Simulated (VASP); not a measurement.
# Li (Fm-3m) in VASP: a series of runs

Aim: see how the results for Li move with the level of theory and the settings. Levels: RPBE, RPBE+D3, HSEsol, r2SCAN. Tasks: single point, relaxation of the atoms, relaxation of cell and atoms.

Everything below comes from runs of VASP 6.6.1. Logs are shortened: lines on timing, memory, paths and dates and some standing lists are left out, and cuts for length are marked.

### Step 1. The crystal as given

The structure is cubic, space group Fm-3m (No. 225). The conventional cell has a = 4.404 Å, b = 4.404 Å, c = 4.404 Å, α = 90.00°, β = 90.00°, γ = 90.00°. Li (site symmetry m-3m) has 12 Li at 3.11 Å as nearest neighbours.

This isn't the form of Li at room conditions, which is bcc.

### Step 2. Single point, RPBE

File INCAR:

```
PREC = Accurate
ENCUT = 520
EDIFF = 1E-6
ISMEAR = 0
SIGMA = 0.05
LREAL = False
LASPH = True
NELM = 60
ALGO = Fast
ISIF = 2
LWAVE = False
LCHARG = True
GGA = RP
LELF = True
LVHAR = True
NBANDS = 8
```

File KPOINTS:

```
Automatic mesh
0
Gamma
  10 10 10
```

File POSCAR:

```
Li
1.0
    0.0000000000      2.2020000000      2.2020000000
    2.2020000000      0.0000000000      2.2020000000
    2.2020000000      2.2020000000      0.0000000000
Li
1
Cartesian
    0.0000000000      0.0000000000      0.0000000000
```

Potentials or basis: VASP PAW PBE potentials, release 64 (Li_sv).

Command:

```sh
$ cat potpaw_PBE.64/Li_sv/POTCAR > POTCAR
$ mpirun -np 1 vasp_std > vasp.out
```

OUTCAR:

```text
PREC = Accurate
   ENCUT = 520
   EDIFF = 1E-6
   ISMEAR = 0
   LREAL = False
   LASPH = True
   NELM = 60
   ISIF = 2
   GGA = RP

 ion  position               nearest neighbor table
   1  0.000  0.000  0.000-

  LATTYP: Found a face centered cubic cell.
 ALAT       =     4.4040000000

  Lattice vectors:

 A1 = (   0.0000000000,   2.2020000000,   2.2020000000)
 A2 = (   2.2020000000,   0.0000000000,   2.2020000000)
 A3 = (   2.2020000000,   2.2020000000,   0.0000000000)

Analysis of symmetry for initial positions (statically):
=====================================================================
 Subroutine PRICEL returns:
 Original cell was already a primitive cell.

 Routine SETGRP: Setting up the symmetry group for a
 face centered cubic supercell.

 Subroutine GETGRP returns: Found 48 space group operations
 (whereof 48 operations were pure point group operations)
 out of a pool of 48 trial point group operations.

The static configuration has the point symmetry O_h .

Analysis of symmetry for dynamics (positions and initial velocities):
=====================================================================
 Subroutine PRICEL returns:
 Original cell was already a primitive cell.

 Routine SETGRP: Setting up the symmetry group for a
 face centered cubic supercell.

 Subroutine GETGRP returns: Found 48 space group operations
 (whereof 48 operations were pure point group operations)
 out of a pool of 48 trial point group operations.

The dynamic configuration has the point symmetry O_h .

 Subroutine INISYM returns: Found 48 space group operations
 (whereof 48 operations are pure point group operations),
 and found     1 'primitive' translations

----------------------------------------------------------------------------------------

                                     Primitive cell

  volume of cell :      21.3541

  direct lattice vectors                    reciprocal lattice vectors
     0.000000000  2.202000000  2.202000000    -0.227066303  0.227066303  0.227066303
     2.202000000  0.000000000  2.202000000     0.227066303 -0.227066303  0.227066303
     2.202000000  2.202000000  0.000000000     0.227066303  0.227066303 -0.227066303

  length of vectors
     3.114098264  3.114098264  3.114098264     0.393290374  0.393290374  0.393290374

  position of ions in fractional coordinates (direct lattice)
     0.000000000  0.000000000  0.000000000

  ion indices of the primitive-cell ions
   primitive index   ion index
                 1           1

----------------------------------------------------------------------------------------

 KPOINTS: Automatic mesh

Automatic generation of k-mesh.
 Grid dimensions read from file:
 generate k-points for:   10   10   10

 Generating k-lattice:

  Cartesian coordinates                     Fractional coordinates (reciprocal lattice)
    -0.022706630  0.022706630  0.022706630     0.100000000  0.000000000  0.000000000
     0.022706630 -0.022706630  0.022706630     0.000000000  0.100000000  0.000000000
     0.022706630  0.022706630 -0.022706630     0.000000000  0.000000000  0.100000000

  Length of vectors
     0.039329037  0.039329037  0.039329037

  Shift w.r.t. Gamma in fractional coordinates (k-lattice)
     0.000000000  0.000000000  0.000000000

 Subroutine IBZKPT returns following result:
 ===========================================

 Found     47 irreducible k-points:

 Following reciprocal coordinates:
            Coordinates               Weight
  0.000000  0.000000  0.000000      1.000000
  0.100000  0.000000  0.000000      8.000000
  0.200000  0.000000  0.000000      8.000000
  0.300000  0.000000  0.000000      8.000000
  0.400000  0.000000  0.000000      8.000000
  0.500000  0.000000  0.000000      4.000000
[... 39 lines left out ...]
 -0.300000  0.400000  0.200000     24.000000
 -0.300000  0.500000  0.200000     12.000000
   k-points           NKPTS =     47   k-points in BZ     NKDIM =     47   number of bands    NBANDS=      8
   number of dos      NEDOS =    301   number of ions     NIONS =      1
   total plane-waves  NPLWV =  13824
   dimension x,y,z NGX =    24 NGY =   24 NGZ =   24
   dimension x,y,z NGXF=    48 NGYF=   48 NGZF=   48
   ions per type =               1
   NGX,Y,Z   is equivalent  to a cutoff of  12.81, 12.81, 12.81 a.u.
   NGXF,Y,Z  is equivalent  to a cutoff of  25.62, 25.62, 25.62 a.u.
 SYSTEM =  unknown system
   PREC   = accura    normal or accurate (medium, high low for compatibility)
   ISTART =      0    job   : 0-new  1-cont  2-samecut
   ICHARG =      2    charge: 1-file 2-atom 10-const
   ISPIN  =      1    spin polarized calculation?
   LNONCOLLINEAR =      F non collinear calculations
   LSORBIT =      F    spin-orbit coupling
   LASPH  =      T    aspherical Exc in radial PAW
   ENCUT  =  520.0 eV  38.22 Ry    6.18 a.u.   5.79  5.79  5.79*2*pi/ulx,y,z
   NELM   =     60;   NELMIN=  2; NELMDL= -5     # of ELM steps
   EDIFF  = 0.1E-05   stopping-criterion for ELM
   LREAL  =      F    real-space projection
   EDIFFG = 0.1E-04   stopping-criterion for IOM
   NSW    =      0    number of steps for IOM
   IBRION =     -1    ionic relax: 0-MD 1-quasi-New 2-CG
   NFREE  =      0    steps in history (QN), initial steepest desc. (CG)
   ISIF   =      2    stress and relaxation
   ISYM   =      2    0-nonsym 1-usesym 2-fastsym
   POTIM  = 0.5000    time-step for ionic-motion
   TEBEG  =    0.0;   TEEND  =   0.0 temperature during run
   PSTRESS=    0.0 pullay stress
   NELECT =       3.0000    total number of electrons
   NUPDOWN=      -1.0000    fix difference up-down
   EMIN   =  10.00;   EMAX   =-10.00  energy-range for DOS
   EFERMI =   0.00;   METHOD = LEGACY
   ISMEAR =     0;   SIGMA  =   0.05  broadening in eV -4-tet -1-fermi 0-gaus
   EFERMI_NEDOS =   21; number of points for ismear=-14 and -15
   IALGO  =     68    algorithm
   IMIX   =      4    mixing-type and parameters
     AMIX     =   0.40;   BMIX     =  1.00
     AMIX_MAG =   1.60;   BMIX_MAG =  1.00
  volume/ion in A,a.u.               =      21.35       144.10
  Fermi-wavevector in a.u.,A,eV,Ry     =   0.851049  1.608250  9.854489  0.724285
  Thomas-Fermi vector in A             =   1.967122
   LORBIT       =      0    0 simple, 1 ext, 2 COOP (PROOUT), +10 PAW based schemes
   GGA     = RP    functional components
   LHFCALC =     F    Hartree Fock is set to
   AEXX    =    0.0000 exact exchange contribution
   IVDW    =     0    specifies the selected vdW correction
   LEPSILON=     F    determine dielectric tensor
   LRPA    =     F    only Hartree local field effects (RPA)
 non-spin polarized calculation
 RMM-DIIS sequential band-by-band and
 Gauss-broadening in eV      SIGMA  =   0.05
  energy-cutoff  :      520.00
  volume of cell :       21.35
 maximum number of plane-waves:       589
   NGX = 11   NGY = 11   NGZ = 11

 number of electron       3.0000005 magnetization

 Free energy of the ion-electron system (eV)
  ---------------------------------------------------
  ext. energy  EPLUGINS =         0.00000000
  ---------------------------------------------------
  free energy    TOTEN  =        -1.81229205 eV

  energy without entropy =       -1.81099007  energy(sigma->0) =       -1.81164106

 E-fermi :   0.5032     XC(G=0):  -6.8861

 val. band max:        0.3121593302   @ k =  -0.4000   0.1000   0.0000
 cond. band min:       0.5171824447   @ k =   0.5000   0.3000   0.1000
 fundamental gap:      0.2050231146
 Fermi energy:         0.5031814310

 k-point     1 :       0.0000    0.0000    0.0000
  band No.  band energies     occupation
      1     -46.2691      2.00000
      2      -2.9589      2.00000
      3      14.5825      0.00000
      4      14.5828      0.00000
      5      14.5828      0.00000
      6      18.1593      0.00000
      7      18.1593      0.00000
      8      18.1593      0.00000

 k-point     2 :       0.1000    0.0000    0.0000
  band No.  band energies     occupation
      1     -46.2677      2.00000
      2      -2.7832      2.00000
      3      12.7875      0.00000
      4      14.2061      0.00000
      5      14.2063      0.00000
      6      17.4193      0.00000
      7      18.8229      0.00000
      8      18.8229      0.00000

 k-point     3 :       0.2000    0.0000    0.0000
  band No.  band energies     occupation
      1     -46.2642      2.00000
      2      -2.2560      2.00000
      3       9.7406      0.00000
      4      13.5889      0.00000
      5      13.5892      0.00000
      6      17.7150      0.00000
      7      19.2304      0.00000
      8      19.2305      0.00000

 k-point     4 :       0.3000    0.0000    0.0000
  band No.  band energies     occupation
      1     -46.2598      2.00000
      2      -1.3876      2.00000
      3       6.8865      0.00000
      4      13.1473      0.00000
      5      13.1476      0.00000
      6      17.7833      0.00000
      7      17.9644      0.00000
      8      17.9646      0.00000

 k-point     5 :       0.4000    0.0000    0.0000
  band No.  band energies     occupation
      1     -46.2564      2.00000
      2      -0.2526      2.00000
      3       4.5237      0.00000
      4      12.9376      0.00000
      5      12.9380      0.00000
      6      16.9336      0.00000
      7      16.9338      0.00000
      8      17.3438      0.00000
[... 353 lines left out ...]
 k-point    38 :      -0.4000    0.3000    0.1000
  band No.  band energies     occupation
      1     -46.2520      2.00000
      2       1.7711      0.00000
      3       3.9463      0.00000
      4       7.9891      0.00000
      5       9.8678      0.00000
      6      15.1831      0.00000
      7      19.2306      0.00000
      8      21.5043      0.00000

 k-point    39 :      -0.3000    0.3000    0.1000
  band No.  band energies     occupation
      1     -46.2524      2.00000
      2       1.4017      0.00000
      3       4.3117      0.00000
      4       7.8270      0.00000
      5      10.3478      0.00000
      6      15.5142      0.00000
      7      19.5942      0.00000
      8      21.4658      0.00000

 k-point    40 :      -0.2000    0.3000    0.1000
  band No.  band energies     occupation
      1     -46.2546      2.00000
      2       0.1107      2.00000
      3       5.9950      0.00000
      4       8.3206      0.00000
      5      11.2847      0.00000
      6      15.9566      0.00000
      7      18.3205      0.00000
      8      20.3465      0.00000

 [... further k-points ...]

------------------------ aborting loop because EDIFF is reached ----------------------------------------

  FORCE on cell =-STRESS in cart. coord.  units (eV):
  Direction    XX          YY          ZZ          XY          YZ          ZX
  --------------------------------------------------------------------------------------
  -------------------------------------------------------------------------------------
  Total       -0.0280568     -0.0280568     -0.0280568      0.0000000     -0.0000000     -0.0000000
  in kB       -2.1050736     -2.1050736     -2.1050736      0.0000000     -0.0000000     -0.0000000
  external PRESSURE =      -2.1050736 kB  Pullay stress =       0.0000000 kB

 VOLUME and BASIS-vectors are now :
 -----------------------------------------------------------------------------
  energy-cutoff  :      520.00
  volume of cell :       21.35
      direct lattice vectors                 reciprocal lattice vectors
     0.000000000  2.202000000  2.202000000    -0.227066303  0.227066303  0.227066303
     2.202000000  0.000000000  2.202000000     0.227066303 -0.227066303  0.227066303
     2.202000000  2.202000000  0.000000000     0.227066303  0.227066303 -0.227066303

 POSITION                                       TOTAL-FORCE (eV/Angst)
 -----------------------------------------------------------------------------------
      0.00000      0.00000      0.00000         0.000000      0.000000     -0.000000
 -----------------------------------------------------------------------------------
    total drift:                               -0.000000      0.000000     -0.000000

  FREE ENERGIE OF THE ION-ELECTRON SYSTEM (eV)
  ---------------------------------------------------
  free  energy   TOTEN  =        -1.8122920528 eV

  energy  without entropy=       -1.8109900685  energy(sigma->0) =       -1.81164106
```

Run time: 9.3 s. Hardware: 1 thread of Intel Xeon Platinum 8488C (Sapphire Rapids), shared host; peak memory 0.12 GiB.

Results:

* Free energy: -1.8123 eV
* Band gap on the k mesh: none (metal or under the smearing width)

Levels at points of the mesh, in eV from the Fermi level:
| k point | band 1 | band 2 | band 3 | band 4 | band 5 | band 6 |
| --- | --- | --- | --- | --- | --- | --- |
| (0.00, 0.00, 0.00) | -46.77 | -3.46 | 14.08 | 14.08 | 14.08 | 17.66 |
| (0.50, 0.00, 0.00) | -46.76 | 0.05 | 2.81 | 12.38 | 12.38 | 16.05 |
| (0.50, 0.50, 0.00) | -46.75 | 1.55 | 4.55 | 8.26 | 8.26 | 10.30 |

Caveat: the cutoff is under 1.25 times the usual one of these potentials, so pressure, stress and relaxed cells hold a basis-set (Pulay) error; the PAW data sets were made with another functional, which shifts forces and pressure a little.

### Step 3. Single point, RPBE

File run.py:

```python
from ase import Atoms
from ase.calculators.vasp import Vasp
from ase.dft.bandgap import bandgap

atoms = Atoms(
    ['Li'],
    cell=[[0.0, 2.202, 2.202], [2.202, 0.0, 2.202], [2.202, 2.202, 0.0]],
    scaled_positions=[[0.0, 0.0, 0.0]],
    pbc=True,
)
calc = Vasp(
    directory='calc',
    xc='rpbe',
    pp='PBE',
    setups='materialsproject',
    prec='Accurate',
    encut=520,
    ediff=1e-06,
    ismear=0,
    sigma=0.05,
    lreal=False,
    lasph=True,
    nelm=80,
    algo='Normal',
    isif=2,
    lwave=False,
    lcharg=True,
    lelf=True,
    lvhar=True,
    kpts=[10, 10, 10],
    gamma=True,
)
atoms.calc = calc

print('energy (eV):', atoms.get_potential_energy())
print('free energy (eV):', atoms.get_potential_energy(force_consistent=True))
print('forces (eV/A):')
print(atoms.get_forces())
print('stress (eV/A^3, Voigt):', atoms.get_stress())
print('Fermi level (eV):', calc.get_fermi_level())
gap, top, bottom = bandgap(calc)
print('band gap (eV):', gap, 'from (spin, k, band)', top, 'to', bottom)
```

Potentials or basis: VASP PAW PBE potentials, release 64 (Li_sv).

Command:

```sh
$ python run.py
```

Wall time 7.1 s (1 thread of Intel Xeon Platinum 8488C (Sapphire Rapids), shared host); peak memory 0.13 GiB.

It converged, with:

```
Free energy            : -1.8123 eV
Band gap on the k mesh : none (metal or under the smearing width)
```

Levels at points of the mesh, in eV from the Fermi level:
| k point | band 1 | band 2 | band 3 | band 4 | band 5 |
| --- | --- | --- | --- | --- | --- |
| (0.00, 0.00, 0.00) | -46.77 | -3.46 | 14.08 | 14.08 | 14.08 |
| (0.50, 0.00, 0.00) | -46.76 | 0.05 | 2.81 | 12.38 | 12.38 |
| (0.50, 0.50, 0.00) | -46.75 | 1.55 | 4.55 | 8.26 | 8.26 |

Caveat: the cutoff is under 1.25 times the usual one of these potentials, so pressure, stress and relaxed cells hold a basis-set (Pulay) error; the PAW data sets were made with another functional, which shifts forces and pressure a little.

(Part 1 of 3 ends here.)
